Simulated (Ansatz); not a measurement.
Runs of Ansatz 0.2.0 on V. The structure is cubic, space group Im-3m (No. 229). Conventional cell: a = 3.029 Å, b = 3.029 Å, c = 3.029 Å, α = 90.00°, β = 90.00°, γ = 90.00°. V (site symmetry m-3m) is surrounded by 8 V at 2.62 Å. 

```csv
task,level,spin,U,cell,k mesh,cutoff (eV),gap on the mesh (eV),pressure (GPa),moment (μB)
single point,PBEsol,"collinear, ferromagnetic start",-,as given,12 × 12 × 12,257,none,-12.1,0.00
single point,PBE,"collinear, ferromagnetic start",-,strain = 0.04,9 × 9 × 9,242,none,(a),0.00
single point,PBEsol,off,-,as given,12 × 12 × 12,257,none,-12.1,-
single point,PBE+U,"collinear, random start",V d U = 3.0 eV,cell strained at random at fixed volume,12 × 12 × 12,268,none,5.2,0.94
```

Alike in all rows: potentials or basis all-electron LAPW, scalar-relativistic; smearing fermi-dirac 0.05 eV; basis error allowed 0.001 eV/atom.

Q: Estimate the missing entries.

A: (a) -16.1.

Caveats: the starting moments weren't kept (some runs); the k mesh is thin for a metal, which can move the energy by tens of meV per atom (some runs); the magnetic state may not be the lowest (some runs); U is the effective U less J, on atomic orbitals that reach past the spheres (some runs); the U is typed as a test and isn't derived for this compound (some runs).

A gap of «none» marks a metal or a gap under the smearing width.
